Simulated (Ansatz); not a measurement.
# GaAs: how strain makes field gradients

```
CELL_PARAMETERS angstrom
0.00000 2.82685 2.82685
2.82685 0.00000 2.82685
2.82685 2.82685 0.00000
ATOMIC_POSITIONS crystal
Ga 0.00000 0.00000 0.00000
As 0.75000 0.75000 0.75000
```

Atoms are numbered in the order listed.

The cell is COD entry 9008845, as deposited and not checked against the literature; nothing was relaxed.

Theory: DFT, PBE, all-electron PAW with datasets made for the crystal, scalar-relativistic in Ansatz 0.2.0.

Sampling and basis: a Γ-centred 11×11×11 k mesh, Fermi–Dirac smearing of 0.05 eV, cutoff 220 eV (chosen by the program for this cell), no spin polarisation.

The strain is applied along the Cartesian axes of the cell as listed (the other components stay zero). Fractional coordinates are held (clamped ions).

The columns are Cartesian components of the electric field gradient at the nuclei, in 10²¹ V/m².

Only quantities that a quadratic follows smoothly over the whole series are listed; rougher ones are left out.

| εzz | Vzz at Ga1 | Vzz at As2 |
| --- | --- | --- |
| -0.0300 | 0.59 | -0.75 |
| -0.0100 | 0.19 | -0.25 |
| 0.0000 | 0.00 | 0.00 |
| 0.0100 | -0.19 | 0.25 |
| 0.0200 | -0.37 | 0.50 |
| 0.0300 | -0.54 | 0.75 |

(1) Fit the series and give the gradient–strain slopes.

(2) One run, at εzz = -0.0200, is withheld. Predict its row.

## Answers

(1) Least-squares fits y = p0 + p1 x + p2 x² to the rows give Vzz at Ga1: p1 = -18.9, p2 = 30; Vzz at As2: p1 = 25, p2 = -1.9e-13. The slopes p1 are in 10²¹ V/m² per unit strain, for clamped ions.

(2) The fits give 0.39, -0.50; the run gave 0.39, -0.50.
